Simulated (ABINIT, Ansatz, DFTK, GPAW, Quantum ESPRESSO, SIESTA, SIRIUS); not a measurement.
## One calculation of SiC, 7 ways

```
Si C
1.0
     3.07569    0.00000    0.00000
    -1.53785    2.66363    0.00000
     0.00000    0.00000   10.07065
Si C
4 4
Direct
  0.00000 0.00000 0.18789
  0.00000 0.00000 0.68789
  0.33333 0.66667 0.43784
  0.66667 0.33333 0.93784
  0.00000 0.00000 0.00046
  0.00000 0.00000 0.50046
  0.33333 0.66667 0.24980
  0.66667 0.33333 0.74980
```

The cell is a database's computed one, not the measured one.

Alike in all runs: task single point; functional PBE; k mesh 10 × 10 × 3; occupations fermi-dirac, width 0.05 eV; no spin polarisation; no spin-orbit coupling. Pressure is positive in compression and, in plane waves, holds the error of the finite cutoff.

```
                                                     program and potentials  plane-wave cutoff (eV)         notes  pressure (GPa)
SIESTA, files PseudoDojo sr-pbe-0.4.1-standard, DZP (energy shift 0.003 Ry)                       -  atomic basis            6.92
                                                   ABINIT, JTH PAW PBE v2.0                     517             -            3.37
                               DFTK, PseudoDojo SR PBE 0.4.1 standard (PBE)                    1116             -            3.89
                             Ansatz, all-electron LAPW, scalar-relativistic                       -             -            3.93
                SIRIUS, PseudoDojo 0.4.1 PBE standard (scalar relativistic)                    1127             -            3.90
                                  Quantum ESPRESSO, SSSP 1.3 efficiency PBE                     748             -            4.12
                                 GPAW, GPAW PAW data sets (gpaw-data 1.2.1)                     800             -            5.19
```

The pressure spans 3.37 (ABINIT, JTH PAW PBE v2.0) to 6.92 GPa (SIESTA, files PseudoDojo sr-pbe-0.4.1-standard, DZP (energy shift 0.003 Ry)), with all-electron results at 3.93. The pressure on the cell as given of SIESTA, files PseudoDojo sr-pbe-0.4.1-standard, DZP (energy shift 0.003 Ry) lies far from the others; the cause wasn't traced. Rows in atomic bases carry the error of their basis and grid, which can be large.

The functional is the same throughout but for its coding, so the spread measures potentials, basis and numerics; runs on potential files found faulty are left out.
